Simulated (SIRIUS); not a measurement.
W under changes of volume

One of the cells (17.065 Å³/atom); the others are scaled copies at fixed shape and fractional positions:

```
W
1.0
     0.00000    2.04344    2.04344
     2.04344    0.00000    2.04344
     2.04344    2.04344    0.00000
W
1
Direct
  0.00000 0.00000 0.00000
```

This isn't the form of W at room conditions, which is bcc.

| Property | Result |
| --- | --- |
| Program | SIRIUS 7.10.0 |
| Functional | PBEsol |
| Potentials or basis | PseudoDojo 0.4.1 PBEsol standard (scalar relativistic) |
| Cutoff | 1030 eV |
| Density cutoff | 4119 eV |
| k mesh | 11 × 11 × 11 |
| Occupations | fermi-dirac, width 0.05 eV |
| Spin | no spin polarisation |

```csv
volume (Å³/atom),energy over the lowest point (meV/atom),pressure (GPa)
15.727,4.81,5.7
16.062,0.00,-1.1
16.396,8.68,-7.2
17.065,?,?
17.400,102.21,-21.8
17.735,151.96,-25.6
```

Question: What does the run at 17.065 Å³/atom give?

Answer: Energy over the lowest point 61.01 meV/atom; pressure -17.4 GPa.

Worked out: A Birch-Murnaghan fit of order 3 (a polynomial in V^(-2/3)) to the other rows has its minimum at 16.01 Å³/atom with B0 = V·E''(V) = 316 GPa and B' = 4.5. It gives 61.01 meV/atom at 17.065 Å³/atom, against the run's 61.01, and -dE/dV = -17.5 GPa, against -17.4.

Energies are extrapolated to zero smearing.
